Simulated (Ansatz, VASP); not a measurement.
**W in VASP and in Ansatz**

```xyz
2
Lattice="0.0000 -1.9991 -1.9991 0.0000 1.9991 -1.9991 3.9983 0.0000 0.0000" Properties=species:S:1:pos:R:3 pbc="T T T"
W     1.9991    0.0000   -1.9991
W     0.0000    0.0000    0.0000
```

Alike in both runs: task single point; functional PBEsol; k mesh 16 × 16 × 12; occupations gaussian, width 0.15 eV; no spin polarisation.

|  | VASP | Ansatz |
| --- | --- | --- |
| version | VASP 6.6.1 | Ansatz 0.2.0 |
| potentials or method | VASP PAW PBE potentials, release 64 (W_sv) | scalar-relativistic, plane waves, PAW |
| plane-wave cutoff (eV) | 520 | 420 |
| valence electrons in the cell | 28 | 28 |

|  | VASP | Ansatz | Ansatz less VASP |
| --- | --- | --- | --- |
| gap on the k mesh at the Fermi level (eV) | none | none | - |
| pressure (GPa) | 0.7 | 0.0 | -0.67 |

A gap of «none» marks a metal or a gap that the smearing closes. The functional is the same, so the differences come from potentials, cutoffs and numerics. Ansatz warned: «pseudo_functional_mismatch».

Caveats: the PAW data sets were made with another functional, which shifts forces and pressure a little (VASP); the real-space grid breaks the cell's symmetry a little (VASP). The runs have no spin-orbit coupling, so splittings on W are missing.
